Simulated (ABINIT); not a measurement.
Crystal: BAs.

```
As B
1.0
     0.00000    2.38850    2.38850
     2.38850    0.00000    2.38850
     2.38850    2.38850    0.00000
As B
1 1
Direct
  0.75000 0.75000 0.75000
  0.00000 0.00000 0.00000
```

Base run:

| Property | Result |
| --- | --- |
| Program | ABINIT 10.8.3 (patched build) |
| Functional | HCTH407 |
| Potentials or basis | JTH PAW PBE v2.0 |
| Cutoff | 408 eV |
| k mesh | 10 × 10 × 10 |
| Occupations | fermi-dirac, width 0.05 eV |
| Spin | no spin polarisation |

Its results: band gap on the k mesh 1.41 eV, indirect (least direct gap 3.27 eV); pressure 2.5 GPa.

**Question.** After a change of settings the same cell gave: band gap on the k mesh 1.21 eV, indirect (least direct gap 3.27 eV); pressure 5.5 GPa. Which change was it?
A. functional from HCTH407 to LDA-PZ; potentials or basis from JTH PAW PBE v2.0 to JTH PAW LDA v2.0 sp; valence electrons from 18 to 8
B. functional from HCTH407 to LDA-VWN; potentials or basis from JTH PAW PBE v2.0 to JTH PAW LDA v2.0 sp; valence electrons from 18 to 8
C. functional from HCTH407 to WC
D. functional from HCTH407 to RPBE

**Answer.** D.

Caveats: the PAW data sets were made with another functional, which shifts forces and pressure a little.

Not every run made on this cell is shown here.
